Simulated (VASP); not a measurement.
Crystal: TiTe2.

```
Ti Te
1.0
     3.02557    0.00000    0.00000
     0.00000    3.02557    0.00000
     0.00000    0.00000    9.30163
Ti Te
1 2
Direct
  0.00000 0.00000 0.00000
  0.00000 0.00000 0.29431
  0.00000 0.00000 0.70569
```

The cell was built by a generator and needn't be a form met in nature.

```yaml
Program: VASP 6.6.1
Task: relaxation of cell and atoms
Functional: RPBE
Potentials_or_basis: VASP PAW PBE potentials, release 64 (Ti_sv, Te)
Cutoff: 600 eV
k_mesh: 9 × 9 × 3
Occupations: gaussian, width 0.05 eV
Spin: no spin polarisation
```

At the start: pressure 4.5 GPa; volume 28.38 Å³/atom.

**Question.** How do energy, volume and symmetry change on relaxing?

**Answer.** Over 33 steps the energy falls by 61.6 meV/atom and the volume is 35.99 Å³/atom (+26.8 %); space group P4/mmm (No. 123, to 0.05 Å).

The path:
```csv
step,energy change (eV),largest force (eV/Å),pressure (GPa),volume (Å³)
1,0.0000,0.0452,4.49,85.15
2,-0.0791,0.4713,-1.39,95.33
3,-0.0930,0.3351,0.04,92.26
4,-0.1019,0.2532,0.08,92.71
5,-0.1074,0.0804,0.16,93.54
6,-0.1112,0.0731,0.14,93.79
7,-0.1212,0.0530,0.05,94.55
8,-0.1369,0.0191,-0.06,96.07
9,-0.1565,0.0401,-0.20,99.12
10,-0.1670,0.1698,-0.20,105.28
11,-0.1679,0.2501,-0.15,105.21
12,-0.1823,0.0561,-0.24,105.27
13,-0.1823,0.0516,-0.24,105.27
14,-0.1825,0.0069,0.25,104.21
15,-0.1829,0.0203,0.03,104.69
16,-0.1829,0.0214,0.03,104.71
17,-0.1829,0.0224,0.02,104.73
18,-0.1829,0.0133,0.01,104.78
19,-0.1829,0.0065,0.01,104.81
20,-0.1830,0.0074,0.03,104.85
21,-0.1831,0.0095,0.02,104.95
22,-0.1832,0.0139,-0.03,105.16
23,-0.1835,0.0219,-0.08,105.57
24,-0.1838,0.0379,-0.16,106.40
25,-0.1838,0.0446,-0.20,106.74
26,-0.1838,0.0440,-0.19,106.76
27,-0.1839,0.0422,-0.16,106.81
28,-0.1840,0.0383,-0.17,106.92
29,-0.1843,0.0305,-0.12,107.14
30,-0.1846,0.0147,-0.02,107.58
31,-0.1846,0.0207,0.13,108.45
32,-0.1847,0.0072,0.06,108.10
33,-0.1847,0.0025,0.03,107.97
```

Final structure:
```cif
data_structure
_symmetry_space_group_name_H-M 'P 1'
_symmetry_Int_Tables_number 1
_cell_length_a 3.1185
_cell_length_b 3.1185
_cell_length_c 11.1021
_cell_angle_alpha 90.000
_cell_angle_beta 90.000
_cell_angle_gamma 90.000
_cell_volume 107.97
loop_
_atom_site_label
_atom_site_type_symbol
_atom_site_fract_x
_atom_site_fract_y
_atom_site_fract_z
_atom_site_occupancy
Ti1 Ti 0.00000 0.00000 0.00000 1
Te1 Te 0.00000 0.00000 0.24968 1
Te2 Te 0.00000 0.00000 0.75032 1
```

Caveat: the volume moved by over 15 % at a fixed basis, so the end points are rough; the PAW data sets were made with another functional, which shifts forces and pressure a little; this functional lacks dispersion, which binds the layers, so the pressure and a relaxed spacing across them are unreliable, and here the layers came unbound.
